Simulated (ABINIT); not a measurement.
# Rh (Fm-3m) in ABINIT: notebook

Aim: see how the results for Rh move with the level of theory and the settings. Levels: LDA, SCAN, BLYP+D4. Tasks: band structure, equation of state.

Everything below comes from runs of ABINIT 10.8.3 (patched build). Logs are shortened: lines on timing, memory, paths and dates and some standing lists are left out, and cuts for length are marked. The log counts tension as positive stress, the text compression.

**The experiment to reproduce.**

From “Thermal equation of state of rhodium characterized by XRD in a resistively heated diamond anvil cell”, 2024, pmc:11535440, for a bulk crystal of Rh: bulk modulus 264 ± 1 GPa.

How close the calculation comes is told below.

### Step 1. The crystal as given

Symmetry: Fm-3m, No. 225, cubic system. The conventional cell has a = 3.796 Å, b = 3.796 Å, c = 3.796 Å, α = 90.00°, β = 90.00°, γ = 90.00°. Around Rh (site symmetry m-3m) lie 12 Rh at 2.68 Å.

### Step 2. Band structure, LDA

run.abi

```
ndtset 2

pp_dirpath "./"
pseudos "Rh.hgh"

acell 2.6839652093 2.6839652093 2.6839652093 Angstrom
rprim
     0.0000000000     0.7071067812     0.7071067812
     0.7071067812     0.0000000000     0.7071067812
     0.7071067812     0.7071067812     0.0000000000
ntypat 1
znucl 45
natom 1
typat 1
xcart
     0.0000000000     0.0000000000     0.0000000000

ecut 734.707429 eV

ixc 7

occopt 3
tsmear 0.05 eV

nstep 100

iomode 3
prtwf 0
prteig 0
prtebands 0
enunit 1
prtden1 1

kptopt1 1
ngkpt1 12 12 12
nshiftk1 1
shiftk1 0.0 0.0 0.0
nband1 9
tolvrs1 1.0e-10

iscf2 -2
getden2 1
nband2 13
nbdbuf2 2
tolwfr2 1.0e-12
kptopt2 -9
ndivsm2 5
prteig2 1
prtvol2 -3
kptbounds2
     0.0000000000     0.0000000000     0.0000000000
     0.5000000000     0.0000000000     0.5000000000
     0.5000000000     0.2500000000     0.7500000000
     0.3750000000     0.3750000000     0.7500000000
     0.0000000000     0.0000000000     0.0000000000
     0.5000000000     0.5000000000     0.5000000000
     0.6250000000     0.2500000000     0.6250000000
     0.5000000000     0.2500000000     0.7500000000
     0.5000000000     0.5000000000     0.5000000000
     0.3750000000     0.3750000000     0.7500000000
```

Potentials or basis: HGH LDA.

Launch:

```
$ abinit run.abi > log 2>&1
```

run.abo:

```text
.Version 10.8.3 of ABINIT
 DATASET    1 : space group Fm -3 m (#225); Bravais cF (face-center cubic)
================================================================================
 Values of the parameters that define the memory need for DATASET  1.
     intxc =       0    ionmov =       0      iscf =       7    lmnmax =       6
     lnmax =       6     mgfft =      24  mpssoang =       3    mqgrid =    3001
     natom =       1  nloc_mem =       1    nspden =       1   nspinor =       1
    nsppol =       1      nsym =      48    n1xccc =       0    ntypat =       1
    occopt =       3   xclevel =       1
       mpw =         632          nfft =       13824          nkpt =          72
================================================================================
================================================================================

 DATASET    2 : space group Fm -3 m (#225); Bravais cF (face-center cubic)
================================================================================
 Values of the parameters that define the memory need for DATASET  2.
     intxc =       0    ionmov =       0      iscf =      -2    lmnmax =       6
     lnmax =       6     mgfft =      24  mpssoang =       3    mqgrid =    3001
     natom =       1  nloc_mem =       1    nspden =       1   nspinor =       1
    nsppol =       1      nsym =      48    n1xccc =       0    ntypat =       1
    occopt =       3   xclevel =       1
       mpw =         632          nfft =       13824          nkpt =          87
================================================================================
================================================================================

--------------------------------------------------------------------------------
------------- Echo of variables that govern the present computation ------------
--------------------------------------------------------------------------------
 -outvars: echo values of preprocessed input variables --------
            acell      5.0719591770E+00  5.0719591770E+00  5.0719591770E+00 Bohr
              amu      1.02905500E+02
             ecut      2.70000000E+01 Hartree
           enunit           1
           getden1          0
           getden2          1
             iscf1          7
             iscf2         -2
              ixc           7
           jdtset        1    2
           kptopt1          1
           kptopt2         -9
         kptrlatt       12    0    0      0   12    0      0    0   12
          kptrlen1     6.08635101E+01
          kptrlen2     3.00000000E+01
            natom           1
            nband1          9
            nband2         13
           nbdbuf1          0
           nbdbuf2          2
           ndtset           2
           ndivsm1          0
           ndivsm2          5
            ngfft          24      24      24
             nkpt1         72
             nkpt2         87
            nstep         100
             nsym          48
           ntypat           1
           occopt           3
        prtebands           0
           prteig1          0
           prteig2          1
           prtvol1          0
           prtvol2         -3
            prtwf           0
            rprim      0.0000000000E+00  7.0710678120E-01  7.0710678120E-01
                       7.0710678120E-01  0.0000000000E+00  7.0710678120E-01
                       7.0710678120E-01  7.0710678120E-01  0.0000000000E+00
           shiftk1     0.00000000E+00  0.00000000E+00  0.00000000E+00
           shiftk2     5.00000000E-01  5.00000000E-01  5.00000000E-01
          spgroup         225
           tolvrs1     1.00000000E-10
           tolvrs2     0.00000000E+00
           tolwfr1     0.00000000E+00
           tolwfr2     1.00000000E-12
           tsmear      1.83746611E-03 Hartree
            typat      1
            znucl       45.00000

================================================================================

 chkinp: Checking input parameters for consistency, jdtset=   1.

 chkinp: Checking input parameters for consistency, jdtset=   2.

[... 165 lines left out ...]

 Real(R)+Recip(G) space primitive vectors, cartesian coordinates (Bohr,Bohr^-1):
 R(1)=  0.0000000  3.5864167  3.5864167  G(1)= -0.1394149  0.1394149  0.1394149
 R(2)=  3.5864167  0.0000000  3.5864167  G(2)=  0.1394149 -0.1394149  0.1394149
 R(3)=  3.5864167  3.5864167  0.0000000  G(3)=  0.1394149  0.1394149 -0.1394149
 Unit cell volume ucvol=  9.2259745E+01 bohr^3
 Angles (23,13,12)=  6.00000000E+01  6.00000000E+01  6.00000000E+01 degrees

 getcut: wavevector=  0.0000  0.0000  0.0000  ngfft=  24  24  24
         ecut(hartree)=     27.000   => boxcut(ratio)=   2.02297
--------------------------------------------------------------------------------

================================================================================
 Non-SCF case, kpt    1 (  0.00000  0.00000  0.00000), residuals and eigenvalues=
  3.03E-13  8.42E-14  1.75E-13  2.84E-13  9.56E-13  2.83E-13  6.71E-13  3.70E-13
  2.02E-13  7.86E-13  6.17E-13  2.57E-08  5.02E-06
 -1.4681E-01  4.8090E-02  4.8090E-02  4.8090E-02  1.2599E-01  1.2599E-01
  8.2837E-01  1.0105E+00  1.0105E+00  1.0105E+00  1.1747E+00  1.4343E+00
  1.4343E+00
 Non-SCF case, kpt    2 (  0.03571  0.00000  0.03571), residuals and eigenvalues=
  8.37E-13  3.39E-13  5.59E-13  1.33E-13  3.84E-13  4.69E-13  2.58E-13  8.48E-13
  3.98E-13  5.16E-13  8.79E-13  4.30E-07  2.09E-04
 -1.4428E-01  4.6383E-02  4.9438E-02  4.9438E-02  1.2412E-01  1.2668E-01
  8.3228E-01  9.9959E-01  1.0096E+00  1.0096E+00  1.1922E+00  1.3999E+00
  1.4005E+00
 Non-SCF case, kpt    3 (  0.07143  0.00000  0.07143), residuals and eigenvalues=
  8.62E-13  4.13E-13  2.97E-13  3.87E-13  7.03E-13  5.37E-13  3.33E-13  5.43E-13
[... 494 lines left out ...]
  4.7864E-01  6.6751E-01  8.3161E-01  9.6251E-01  1.3302E+00  1.3765E+00
  1.3791E+00
 Non-SCF case, kpt   86 (  0.38889  0.38889  0.72222), residuals and eigenvalues=
  7.95E-14  8.95E-13  8.95E-14  7.07E-13  5.39E-13  6.06E-13  2.88E-13  9.85E-13
  1.92E-14  2.36E-13  1.51E-13  2.14E-13  5.99E-13
 -3.7838E-02 -9.5994E-03  7.0268E-02  1.2679E-01  1.7651E-01  4.5226E-01
  4.7645E-01  6.3198E-01  8.0319E-01  9.8340E-01  1.3233E+00  1.3642E+00
  1.3905E+00
 Non-SCF case, kpt   87 (  0.37500  0.37500  0.75000), residuals and eigenvalues=
  4.15E-13  1.57E-13  6.63E-13  5.19E-13  8.45E-14  3.24E-13  5.84E-13  6.57E-13
  4.31E-13  1.35E-13  6.53E-13  1.02E-13  2.81E-13
 -4.3822E-02 -1.8166E-02  8.2427E-02  1.3633E-01  1.7944E-01  4.5515E-01
  4.8268E-01  6.1978E-01  7.7777E-01  9.9884E-01  1.2867E+00  1.3902E+00
  1.4003E+00

--- !ResultsGS
iteration_state: {dtset: 2, }
comment   : Summary of ground state results
lattice_vectors:
- [  0.0000000,   3.5864167,   3.5864167, ]
- [  3.5864167,   0.0000000,   3.5864167, ]
- [  3.5864167,   3.5864167,   0.0000000, ]
lattice_lengths: [   5.07196,    5.07196,    5.07196, ]
lattice_angles: [ 60.000,  60.000,  60.000, ] # degrees, (23, 13, 12)
lattice_volume:   9.2259745E+01
convergence: {deltae:  0.000E+00, res2:  0.000E+00, residm:  9.932E-13, diffor:  0.000E+00, }
etotal    :  -2.17407695E+01
entropy   :   0.00000000E+00
fermie    :   1.65010201E-01
cartesian_stress_tensor: null
pressure_GPa: null
xred      :
- [  0.0000E+00,   0.0000E+00,   0.0000E+00, Rh]
cartesian_forces: null
force_length_stats: {min: null, max: null, mean: null, }
...

 Integrated electronic density in atomic spheres:
 ------------------------------------------------
 Atom  Sphere_radius  Integrated_density
    1        2.00000          6.13544091
================================================================================

 ----iterations are completed or convergence reached----

 Mean square residual over all n,k,spin=   35.256E-14; max=  99.325E-14
 reduced coordinates (array xred) for    1 atoms
       0.000000000000      0.000000000000      0.000000000000

 cartesian coordinates (angstrom) at end:
    1      0.00000000000000     0.00000000000000     0.00000000000000
 length scales=  5.071959177042  5.071959177042  5.071959177042 bohr
              =  2.683965209300  2.683965209300  2.683965209300 angstroms
 Eigenvalues (   eV  ) for nkpt=  87  k points:
 kpt#   1, nband= 13, wtk=  1.00000, kpt=  0.0000  0.0000  0.0000 (reduced coord)
  -3.99481    1.30859    1.30859    1.30859    3.42843    3.42843   22.54097   27.49717
  27.49717   27.49717   31.96641   39.02846   39.02859
 kpt#   2, nband= 13, wtk=  1.00000, kpt=  0.0357  0.0000  0.0357 (reduced coord)
  -3.92602    1.26216    1.34528    1.34528    3.37759    3.44714   22.64737   27.20018
  27.47131   27.47131   32.44188   38.09302   38.10893
 kpt#   3, nband= 13, wtk=  1.00000, kpt=  0.0714  0.0000  0.0714 (reduced coord)
  -3.72260    1.12690    1.43361    1.43361    3.19638    3.49345   22.95977   26.57582
  27.36727   27.36727   33.52186   36.91318   36.91419
 kpt#   4, nband= 13, wtk=  1.00000, kpt=  0.1071  0.0000  0.1071 (reduced coord)
  -3.39413    0.92193    1.63300    1.63300    3.01511    3.58332   23.45913   25.94461
  27.11451   27.11451   34.31996   35.98339   35.98341
 kpt#   5, nband= 13, wtk=  1.00000, kpt=  0.1429  0.0000  0.1429 (reduced coord)
  -2.96010    0.65404    1.89467    1.89467    2.76252    3.70431   24.11495   25.42852
  26.62292   26.62292   33.52695   35.44038   35.44038
 kpt#   6, nband= 13, wtk=  1.00000, kpt=  0.1786  0.0000  0.1786 (reduced coord)
  -2.45798    0.37009    2.20548    2.20548    2.48615    3.84906   24.89484   25.04558
[... 230 lines left out ...]
  -0.92174    0.33106    1.79595    2.28983    4.88994    9.65757   13.01833   20.71418
  24.20350   24.86918   35.75939   36.82382   39.64282
 kpt#  84, nband= 13, wtk=  1.00000, kpt=  0.4167  0.4167  0.6667 (reduced coord)
  -0.81213    0.12001    1.56146    2.66555    4.80920   10.60374   13.00223   19.42052
  23.42573   25.52366   35.89792   37.17831   38.52883
 kpt#  85, nband= 13, wtk=  1.00000, kpt=  0.4028  0.4028  0.6944 (reduced coord)
  -0.87641   -0.04787    1.63382    3.09319    4.76842   11.51405   13.02450   18.16401
  22.62930   26.19117   36.19609   37.45582   37.52847
 kpt#  86, nband= 13, wtk=  1.00000, kpt=  0.3889  0.3889  0.7222 (reduced coord)
  -1.02962   -0.26121    1.91209    3.45017    4.80304   12.30651   12.96489   17.19716
  21.85600   26.75954   36.00958   37.12054   37.83839
 kpt#  87, nband= 13, wtk=  1.00000, kpt=  0.3750  0.3750  0.7500 (reduced coord)
  -1.19245   -0.49432    2.24294    3.70972    4.88269   12.38520   13.13430   16.86506
  21.16415   27.17986   35.01423   37.82927   38.10376

== END DATASET(S) ==============================================================
================================================================================

 -outvars: echo values of variables after computation  --------
            acell      5.0719591770E+00  5.0719591770E+00  5.0719591770E+00 Bohr
           etotal1    -2.1740769504E+01
            fcart1    -0.0000000000E+00 -0.0000000000E+00 -0.0000000000E+00
            rprim      0.0000000000E+00  7.0710678120E-01  7.0710678120E-01
                       7.0710678120E-01  0.0000000000E+00  7.0710678120E-01
                       7.0710678120E-01  7.0710678120E-01  0.0000000000E+00
           strten1     3.7962216549E-03  3.7962216549E-03  3.7962216549E-03
                       0.0000000000E+00  0.0000000000E+00  0.0000000000E+00
 Calculation completed.
```

Run time: 13 s. Hardware: 1 thread of Arm Neoverse V2, shared host; peak memory 0.1 GiB.

Results:

- Free energy: -591.5965 eV
- Band gap on the k mesh: none (metal or under the smearing width)
- Valence electrons inside the program's atomic spheres: Rh 6.14 (radii [1.0584] Å)

Levels at the corners of the path, in eV from the Fermi level:
```tsv
point	band 1	band 2	band 3	band 4	band 5	band 6	band 7	band 8
Γ	-8.48	-3.18	-3.18	-3.18	-1.06	-1.06	18.05	23.01
X	-6.56	-6.10	0.50	1.01	1.01	2.93	12.52	13.42
W	-5.23	-3.98	-3.98	-1.28	1.09	9.67	9.67	11.27
K	-5.68	-4.98	-2.25	-0.78	0.39	7.90	8.64	12.37
Γ	-8.48	-3.18	-3.18	-3.18	-1.06	-1.06	18.05	23.01
L	-6.38	-3.27	-3.27	0.37	0.62	0.62	8.77	17.15
U	-5.68	-4.98	-2.25	-0.78	0.39	7.90	8.64	12.37
W	-5.23	-3.98	-3.98	-1.28	1.09	9.67	9.67	11.27
L	-6.38	-3.27	-3.27	0.37	0.62	0.62	8.77	17.15
K	-5.68	-4.98	-2.25	-0.78	0.39	7.90	8.64	12.37
```

Caveat: the cutoff is too short for stress, so the log's stress isn't used; HGH potentials are hard and often keep d shells in the core, so these values are rough.

### Step 3. Band structure, SCAN

Changes to run.abi since step 2:

```diff
@@ -1,6 +1,9 @@
+# Datasets: ground state, then fixed potential
 ndtset 2
 
+# Pseudopotentials
 pp_dirpath "./"
-pseudos "Rh.hgh"
+pseudos "Rh.GGA_PBE-JTH.xml"
 
+# Structure
 acell 2.6839652093 2.6839652093 2.6839652093 Angstrom
@@ -14,14 +17,22 @@
 typat 1
-xcart
+xred
      0.0000000000     0.0000000000     0.0000000000
 
-ecut 734.707429 eV
+# Plane-wave basis
+ecut 24.0
+pawecutdg 46.0
 
-ixc 7
+# Exchange and correlation
+ixc -263267
+usekden 1
+pawxcdev 0
 
+# Bands and occupations
 occopt 3
-tsmear 0.05 eV
+tsmear 0.00183747
 
+# SCF cycle
 nstep 100
 
+# Output
 iomode 3
@@ -30,5 +41,6 @@
 prtebands 0
-enunit 1
 prtden1 1
+prtkden1 1
 
+# Dataset 1
 kptopt1 1
@@ -37,8 +49,10 @@
 shiftk1 0.0 0.0 0.0
-nband1 9
-tolvrs1 1.0e-10
+nband1 13
+tolvrs1 1.0e-7
 
+# Dataset 2: bands along G-X-W-K-G-L-U-W-L-K
 iscf2 -2
 getden2 1
-nband2 13
+getkden2 1
+nband2 17
 nbdbuf2 2
```

Potentials or basis: JTH PAW PBE v2.0.

Launch:

```
$ abinit run.abi > log 2>&1
```

Wall time 1.7 min (1 thread of Arm Neoverse V2, shared host); peak memory 0.11 GiB.

The run converged. Its results:

```
Free energy                                           : -2615.6540 eV
Pressure                                              : -1.1 GPa
Band gap on the k mesh                                : none (metal or under the smearing width)
Valence electrons inside the program's atomic spheres : Rh 14.87 (radii [1.1708] Å)
```

Levels at the corners of the path, in eV from the Fermi level:
```tsv
point	band 5	band 6	band 7	band 8	band 9	band 10	band 11	band 12
Γ	-8.38	-3.17	-3.17	-3.17	-1.18	-1.18	16.57	22.42
X	-6.68	-6.23	0.44	1.13	1.13	3.32	12.85	13.92
W	-5.32	-3.97	-3.97	-1.38	1.13	10.06	10.06	11.74
K	-5.82	-5.01	-2.14	-0.85	0.48	8.23	9.02	12.62
Γ	-8.38	-3.17	-3.17	-3.17	-1.18	-1.18	16.57	22.42
L	-6.43	-3.36	-3.36	0.61	0.61	0.79	9.08	16.18
U	-5.82	-5.01	-2.14	-0.85	0.48	8.23	9.02	12.62
W	-5.32	-3.97	-3.97	-1.38	1.13	10.06	10.06	11.74
L	-6.43	-3.36	-3.36	0.61	0.61	0.79	9.08	16.18
K	-5.82	-5.01	-2.14	-0.85	0.48	8.23	9.02	12.62
```

Caveat: totals of a meta-GGA on PAW files have another zero than those of a GGA; the PAW data sets were made with another functional, which shifts forces and pressure a little.

### Step 4. Equation of state, BLYP+D4

run.py

```python
import json, os
import numpy as np
from ase.eos import EquationOfState
from ase.units import GPa
from ase.calculators.mixing import SumCalculator
from dftd4.ase import DFTD4
from ase.calculators.abinit import Abinit, AbinitProfile
from ase import Atoms

atoms = Atoms(['Rh'],
              cell=[[0.0, 1.89785, 1.89785], [1.89785, 0.0, 1.89785], [1.89785, 1.89785, 0.0]],
              scaled_positions=[[0.0, 0.0, 0.0]],
              pbc=True)

profile = AbinitProfile(command='abinit', pp_paths=[os.path.abspath('pseudos')])
params = dict(
    pps='pawxml', xc='PBE',
    ecut=544.2277,
    pawecutdg=1088.4554,
    kptopt=1,
    ngkpt=[12, 12, 12],
    nshiftk=1,
    shiftk=[0.0, 0.0, 0.0],
    ixc=-106131,
    nband=13,
    occopt=3,
    tsmear=0.05,
    nstep=100,
    tolvrs=1e-09,
    prtwf=0,
    prtden=0,
)

cell0 = atoms.cell.copy()
volumes, energies = [], []
for i, x in enumerate([0.94, 0.96, 0.98, 1.0, 1.02, 1.04, 1.06]):
    atoms.set_cell(cell0 * x ** (1 / 3), scale_atoms=True)
    atoms.calc = SumCalculator([Abinit(profile=profile, directory=f'v{i}', **params), DFTD4(method='blyp')])
    volumes.append(atoms.get_volume() / len(atoms))
    dft, disp = atoms.calc.mixer.calcs
    energies.append((dft.get_property('free_energy', atoms) + disp.get_property('energy', atoms)) / len(atoms))
    print(f'{x:5.2f} {volumes[-1]:10.5f} A^3/atom {energies[-1]:14.6f} eV/atom', flush=True)
    json.dump(dict(volumes=volumes, energies=energies), open('results.json', 'w'))
v0, e0, b0 = EquationOfState(volumes, energies, eos='vinet').fit()
print(f'V0 {v0:.4f} A^3/atom  E0 {e0:.6f} eV/atom  B0 {b0 / GPa:.2f} GPa')
```

Launch:

```
$ python run.py
```

It took 2 min on 1 thread of Arm Neoverse V2, shared host; peak memory 0.11 GiB.

The run converged. Its results:

```
Equilibrium volume                      : 13.82 Å³/atom
Bulk modulus                            : 276 GPa
Pressure derivative of the bulk modulus : 4.2 (rough: it moves with the points fitted)
```

Energy against volume, from the lowest point:
| volume (Å³/atom) | energy (meV/atom) |
| --- | --- |
| 12.851 | 65.09 |
| 13.125 | 31.57 |
| 13.398 | 10.88 |
| 13.671 | 0.62 |
| 13.945 | 0.00 |
| 14.218 | 8.97 |
| 14.492 | 25.46 |

Caveat: pressures at fixed basis lie under the slope of the energies; the log and the count of SCF iterations are those of the last ABINIT call alone; the PAW data sets were made with another functional, which shifts forces and pressure a little.

### Step 5. How close it comes

Step 4. Against the measured bulk modulus of Rh, 264 GPa (quoted in “Thermal equation of state of rhodium characterized by XRD in a resistively heated diamond anvil cell”, 2024, pmc:11535440), the calculated 276 GPa is off by +4.7 %. The fit is for a static lattice scaled at fixed shape and fixed fractional positions.
